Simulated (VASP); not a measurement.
# BN in VASP: one cell, several levels of theory, part 2 of 2

The system is BN in the rocksalt structure, a generated structure that needn't be the ground state.

VASP 6.6.1, plane waves, PAW. The steps go on from the part before.

## 3. r2SCAN

Input file INCAR:

```
ENCUT = 520.000000
SIGMA = 0.010000
EDIFF = 1.00e-07
ALGO = Normal
METAGGA = R2SCAN
PREC = Accurate
IBRION = -1
ISIF = 2
ISMEAR = 0
NBANDS = 11
NELM = 120
NSW = 0
LASPH = .TRUE.
LCHARG = .FALSE.
LWAVE = .FALSE.
LREAL = .FALSE.
```

Input file KPOINTS:

```
KPOINTS created by Atomic Simulation Environment
0
Gamma
12 12 12
0 0 0
```

Input file KPOINTS_OPT:

```
special points
8
Reciprocal
0.0000000000 0.0000000000 0.0000000000 1
0.5000000000 0.0000000000 0.5000000000 1
0.6250000000 0.2500000000 0.6250000000 1
0.3750000000 0.3750000000 0.7500000000 1
0.5000000000 0.5000000000 0.5000000000 1
0.5000000000 0.2500000000 0.7500000000 1
0.0000000000 0.1666670000 -0.1666670000 1
0.0000000000 0.5000000000 0.5000000000 1
```

Input file POSCAR:

```
B  N
 1.0000000000000000
     0.0000000000000000    1.7283676755999999    1.7283676755999999
     1.7283676755999999    0.0000000000000000    1.7283676755999999
     1.7283676755999999    1.7283676755999999    0.0000000000000000
 B   N
   1   1
Cartesian
  0.0000000000000000  0.0000000000000000  0.0000000000000000
  1.7283676755999999  1.7283676755999999  1.7283676755999999
```

On the command line:

```
$ mpirun -np 1 vasp_std
```

Standard output, without the iteration lines:

```text
POSCAR found type information on POSCAR B N
 POSCAR found :  2 types and       2 ions
 -----------------------------------------------------------------------------
|                                                                             |
|                                                                             |
|     You enforced a specific xc type in the INCAR file but a different       |
|     I HOPE YOU KNOW WHAT YOU ARE DOING!                                     |
|                                                                             |
 -----------------------------------------------------------------------------

 LDA part: xc-table for (None), standard interpolation
 POSCAR, INCAR and KPOINTS ok, starting setup
 FFT: planning ... GRIDC
 FFT: planning ... GRID_SOFT
 FFT: planning ... GRID
 WAVECAR not read
 entering main loop
 Start KPOINTS_OPT (optional k-point list driver)
k-point batch [1-8\8]
```

OSZICAR:

```text
N       E                     dE             d eps       ncg     rms          rms(c)
DAV:   1     0.950657910621E+01    0.95066E+01   -0.50325E+03  1624   0.744E+02
DAV:   2    -0.181248374028E+02   -0.27631E+02   -0.26416E+02  1891   0.166E+02
DAV:   3    -0.186519871715E+02   -0.52715E+00   -0.52607E+00  1890   0.190E+01
DAV:   4    -0.186524891336E+02   -0.50196E-03   -0.50195E-03  1734   0.653E-01
DAV:   5    -0.186524893771E+02   -0.24354E-06   -0.24353E-06  1869   0.149E-02    0.632E+00
DAV:   6    -0.153484502835E+02    0.33040E+01   -0.26226E+00  1638   0.869E+00    0.287E+00
DAV:   7    -0.153961462331E+02   -0.47696E-01   -0.26112E-01  1770   0.363E+00    0.163E+00
DAV:   8    -0.154163147546E+02   -0.20169E-01   -0.28963E-02  1737   0.121E+00    0.298E-01
DAV:   9    -0.154153411873E+02    0.97357E-03   -0.71592E-03  1767   0.467E-01    0.682E-02
DAV:  10    -0.154153674505E+02   -0.26263E-04   -0.14337E-04  1734   0.122E-01    0.415E-02
DAV:  11    -0.154153734141E+02   -0.59636E-05   -0.12353E-04  1716   0.717E-02    0.178E-03
DAV:  12    -0.154153739647E+02   -0.55063E-06   -0.26868E-06  1806   0.161E-02    0.282E-03
DAV:  13    -0.154153741153E+02   -0.15053E-06   -0.12346E-07  1716   0.382E-03    0.861E-04
DAV:  14    -0.154153741394E+02   -0.24150E-07   -0.31846E-09   864   0.563E-04
   1 F= -.15415374E+02 E0= -.15415374E+02  d E =-.611475E-39
       N       E                     dE             ncg
DAV:   1     0.128546347377E+04   -0.26205E+04      176
DAV:   2     0.105459632101E+04   -0.23087E+03      211
DAV:   3     0.105078937404E+04   -0.38069E+01      215
DAV:   4     0.105078692324E+04   -0.24508E-02      194
DAV:   5     0.105078692223E+04   -0.10083E-05      203
DAV:   6     0.105078692223E+04   -0.81263E-09      194
```

Parts of OUTCAR:

```text
k-points           NKPTS =     72   k-points in BZ     NKDIM =     72   number of bands    NBANDS=     11

   NELECT =       8.0000    total number of electrons

   dimension x,y,z NGX =    18 NGY =   18 NGZ =   18
   dimension x,y,z NGXF=    36 NGYF=   36 NGZF=   36

  energy-cutoff  :      520.00
  volume of cell :       10.33
      direct lattice vectors                 reciprocal lattice vectors
     0.000000000  1.728367676  1.728367676    -0.289290298  0.289290298  0.289290298
     1.728367676  0.000000000  1.728367676     0.289290298 -0.289290298  0.289290298
     1.728367676  1.728367676  0.000000000     0.289290298  0.289290298 -0.289290298

 k-points in reciprocal lattice and weights: KPOINTS created by Atomic Simulation Env
   0.00000000  0.00000000  0.00000000       0.001
   0.08333333  0.00000000  0.00000000       0.005
   0.16666667  0.00000000  0.00000000       0.005
   0.25000000  0.00000000  0.00000000       0.005
   0.33333333  0.00000000  0.00000000       0.005
   0.41666667  0.00000000  0.00000000       0.005
   0.50000000  0.00000000  0.00000000       0.002
   0.08333333  0.08333333  0.00000000       0.003
[... 64 more k-points ...]

 E-fermi :  10.9027

 k-point     1 :       0.0000    0.0000    0.0000
  band No.  band energies     occupation
      1     -13.3372      2.00000
      2       9.8717      2.00000
      3       9.8717      2.00000
      4       9.8717      2.00000
      5      21.3075      0.00000
      6      24.2950      0.00000
      7      24.2950      0.00000
      8      24.2950      0.00000
      9      30.3703      0.00000
     10      30.3703      0.00000
     11      30.3703      0.00000

 k-point     2 :       0.0833    0.0000    0.0000
  band No.  band energies     occupation
      1     -13.1286      2.00000
      2       8.9676      2.00000
      3       9.8509      2.00000
      4       9.8509      2.00000
      5      21.5415      0.00000
      6      23.5194      0.00000
      7      23.5194      0.00000
      8      24.1206      0.00000
      9      29.9262      0.00000
     10      30.9103      0.00000
     11      30.9103      0.00000

 k-point     3 :       0.1667    0.0000    0.0000
  band No.  band energies     occupation
      1     -12.5082      2.00000
      2       6.7215      2.00000
      3       9.8135      2.00000
      4       9.8135      2.00000
      5      21.4065      0.00000
      6      21.7749      0.00000
      7      21.7749      0.00000
      8      24.2798      0.00000
      9      29.8411      0.00000
     10      32.4282      0.00000
     11      32.4282      0.00000

 k-point     4 :       0.2500    0.0000    0.0000
  band No.  band energies     occupation
      1     -11.4966      2.00000
      2       3.8909      2.00000
      3       9.8115      2.00000
      4       9.8115      2.00000
      5      19.8568      0.00000
      6      19.8568      0.00000
      7      20.5713      0.00000
      8      25.0079      0.00000
      9      30.7218      0.00000
     10      34.7955      0.00000
     11      34.7955      0.00000

 k-point     5 :       0.3333    0.0000    0.0000
  band No.  band energies     occupation
      1     -10.1505      2.00000
      2       1.0103      2.00000
      3       9.8791      2.00000
      4       9.8791      2.00000
      5      18.2046      0.00000
      6      18.2046      0.00000
      7      19.7548      0.00000
      8      25.6192      0.00000
      9      32.3914      0.00000
     10      37.8996      0.00000
     11      37.8996      0.00000

 k-point     6 :       0.4167    0.0000    0.0000
  band No.  band energies     occupation
      1      -8.6628      2.00000
      2      -1.4758      2.00000
      3       9.9865      2.00000
      4       9.9865      2.00000
      5      17.0765      0.00000
      6      17.0765      0.00000
      7      19.2249      0.00000
      8      25.9604      0.00000
      9      34.3901      0.00000
     10      41.5869      0.00000
     11      41.5869      0.00000

 k-point     7 :       0.5000    0.0000    0.0000
  band No.  band energies     occupation
      1      -7.8173      2.00000
      2      -2.6658      2.00000
      3      10.0416      2.00000
      4      10.0416      2.00000
      5      16.6705      0.00000
      6      16.6705      0.00000
      7      19.0442      0.00000
      8      26.0664      0.00000
      9      35.5442      0.00000
     10      41.5754      0.00000
     11      44.8478      0.00000

 k-point     8 :       0.0833    0.0833    0.0000
  band No.  band energies     occupation
      1     -13.0587      2.00000
      2       9.3894      2.00000
      3       9.3894      2.00000
      4       9.5514      2.00000
      5      21.6315      0.00000
      6      22.3759      0.00000
      7      24.2710      0.00000
      8      24.2710      0.00000
      9      28.5874      0.00000
     10      31.7761      0.00000
     11      31.7761      0.00000

 k-point     9 :       0.1667    0.0833    0.0000
  band No.  band energies     occupation
      1     -12.5745      2.00000
      2       7.6086      2.00000
      3       8.9775      2.00000
      4       9.8226      2.00000
      5      20.2629      0.00000
      6      22.1663      0.00000
      7      23.6108      0.00000
      8      24.2661      0.00000
      9      27.9435      0.00000
     10      33.1045      0.00000
     11      33.4888      0.00000

 k-point    10 :       0.2500    0.0833    0.0000
  band No.  band energies     occupation
      1     -11.6902      2.00000
      2       4.9551      2.00000
      3       8.7165      2.00000
      4       9.9503      2.00000
      5      18.4777      0.00000
      6      21.5628      0.00000
      7      22.0851      0.00000
      8      24.8885      0.00000
      9      28.6249      0.00000
     10      34.7907      0.00000
     11      35.9086      0.00000

 k-point    11 :       0.3333    0.0833    0.0000
  band No.  band energies     occupation
      1     -10.4460      2.00000
      2       2.0797      2.00000
      3       8.6784      2.00000
      4       9.8314      2.00000
      5      17.1383      0.00000
      6      20.3636      0.00000
      7      20.7229      0.00000
      8      25.6681      0.00000
      9      30.2638      0.00000
     10      37.0945      0.00000
     11      38.9847      0.00000

 k-point    12 :       0.4167    0.0833    0.0000
  band No.  band energies     occupation
      1      -8.9665      2.00000
      2      -0.5760      2.00000
      3       8.8927      2.00000
      4       9.4661      2.00000
      5      16.4741      0.00000
      6      18.8226      0.00000
      7      20.1359      0.00000
      8      26.1584      0.00000
      9      32.5636      0.00000
     10      39.7214      0.00000
     11      42.5872      0.00000

 k-point    13 :       0.5000    0.0833    0.0000
  band No.  band energies     occupation
      1      -7.7529      2.00000
      2      -2.3506      2.00000
      3       8.9528      2.00000
      4       9.3317      2.00000
      5      16.5188      0.00000
      6      17.6676      0.00000
      7      19.9093      0.00000
      8      26.3589      0.00000
      9      34.8087      0.00000
     10      39.9924      0.00000
     11      44.5097      0.00000

 k-point    14 :      -0.4167    0.0833    0.0000
  band No.  band energies     occupation
      1      -8.0599      2.00000
      2      -1.9273      2.00000
      3       8.4673      2.00000
      4       9.8857      2.00000
      5      17.0657      0.00000
      6      17.1484      0.00000
      7      20.0741      0.00000
      8      26.3060      0.00000
      9      34.6651      0.00000
     10      40.5471      0.00000
     11      41.2591      0.00000

 k-point    15 :      -0.3333    0.0833    0.0000
  band No.  band energies     occupation
      1      -9.4727      2.00000
      2       0.2666      2.00000
      3       8.1557      2.00000
      4      10.3596      2.00000
      5      17.1945      0.00000
      6      18.1937      0.00000
      7      20.6431      0.00000
      8      25.9822      0.00000
      9      32.6025      0.00000
     10      37.5723      0.00000
     11      41.4339      0.00000

 k-point    16 :      -0.2500    0.0833    0.0000
  band No.  band energies     occupation
      1     -10.8985      2.00000
      2       3.0455      2.00000
      3       8.0902      2.00000
      4      10.5778      2.00000
      5      18.1445      0.00000
      6      19.4821      0.00000
      7      21.5868      0.00000
      8      25.3308      0.00000
      9      30.7093      0.00000
     10      34.5393      0.00000
     11      38.5147      0.00000

[... the tables of k-points 17 to 72 left out ...]

  Total        0.8566850      0.8566850      0.8566850     -0.0000000     -0.0000000      0.0000000
  in kB      132.9209185    132.9209185    132.9209185     -0.0000000     -0.0000000      0.0000000
  external PRESSURE =     132.9209185 kB  Pullay stress =       0.0000000 kB

 POSITION                                       TOTAL-FORCE (eV/Angst)
 -----------------------------------------------------------------------------------
      0.00000      0.00000      0.00000         0.000000     -0.000000      0.000000
      1.72837      1.72837      1.72837        -0.000000      0.000000     -0.000000
 -----------------------------------------------------------------------------------
    total drift:                               -0.000000     -0.000000     -0.000000

  FREE ENERGIE OF THE ION-ELECTRON SYSTEM (eV)
  ---------------------------------------------------
  free  energy   TOTEN  =       -15.4153741394 eV

  energy  without entropy=      -15.4153741394  energy(sigma->0) =      -15.41537414
```

Run time: 26 s. Hardware: 1 MPI rank of Intel Xeon Platinum 8488C, shared host; peak memory 0.13 GiB.

The levels at the points of KPOINTS_OPT are read from vasprun.xml.

Levels at the named points, in eV from the top of band v (v: the last filled band by count, c: the next):

```
point     v−1      v      c    c+1
    Γ   -0.94  -0.94  10.49  13.48
    X   -6.09  -6.09   1.57   9.54
    U   -9.61  -4.75   3.78  12.47
    K   -9.61  -4.75   3.78  12.47
    L   -0.77  -0.77   5.86   5.86
    W  -10.17  -7.49   7.90   8.76
```

Gap with r2SCAN: 1.57 eV, valence top at (0.00, 0.17, -0.17), conduction bottom at X. Least direct gap: 6.63 eV. The pressure is 13.29 GPa; the forces vanish within 0.01 eV/Å.

## 4. What came out

The summary covers parts 1 to 2.

```
 level  gap (eV)  pressure (GPa)
   PBE      1.42           16.55
r2SCAN      1.57           13.29
```

The gap runs from 1.42 eV (PBE) to 1.57 eV (r2SCAN). At this one volume the pressure spans 13.3 GPa (r2SCAN) to 16.6 GPa (PBE): PBE wants the largest cell and r2SCAN the smallest.
